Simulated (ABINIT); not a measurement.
Planning a run of ABINIT 10.8.3 on MgO (Fm-3m). The input:

```
acell 3*1.0 Angstrom
rprim 
  -0.000000000000 2.097001392700 2.097001392700
  2.097001392700 -0.000000000000 2.097001392700
  2.097001392700 2.097001392700 -0.000000000000
ntypat 2
znucl 12 8
natom 2
typat 1 2
xred 
  0.000000000000 0.000000000000 0.000000000000
  0.500000000000 0.500000000000 0.500000000000
pp_dirpath "pseudos"
pseudos "Mg.upf, O.upf"
ecut 38
ngkpt 6 6 6
nshiftk 1
shiftk 0 0 0
kptopt 1
chksymbreak 0
istwfk *1
occopt 1
irdwfk 1
optdriver 3
nband 476
ecuteps 22
inclvkb 2
awtr 1
symchi 1
indata_prefix "in"
outdata_prefix "out"
tmpdata_prefix "tmp"
```

```sh
OMP_NUM_THREADS=1 mpirun -n 4 abinit run.abi > log
```

Question: Estimate wall time and host memory on 4 MPI ranks of Arm Neoverse V2, shared host.

It took 25 min; on shared hardware allow 13 min to 50 min. Peak host memory was 3.7 GiB.

[Paths, hosts, dates, memory and timing lines, banners, echoed tables and standing remarks are left out of the program output.]

[Logs are printed without paths, hosts, clocks, repeated set-up lines and the standing remarks that a program may print on its own settings, such as how far it seeks lower states.]

[Runs of the session that timed out or met a known fault of the program may be left out.]

[Hosts, paths, dates, database ids (printed as entryN), source tags and the programs' standing remarks are cut or masked in the printed files.]

[G0W0 gaps are taken among the corrected bands and points alone; a level outside them can change the order at an edge.]

[Where Ansatz stands beside ABINIT at settings called matched, ABINIT's density can come from a denser mesh and the files from another edition; pairs whose starting gaps differed by over 0.03 eV were left out, so agreement reads better than it is.]
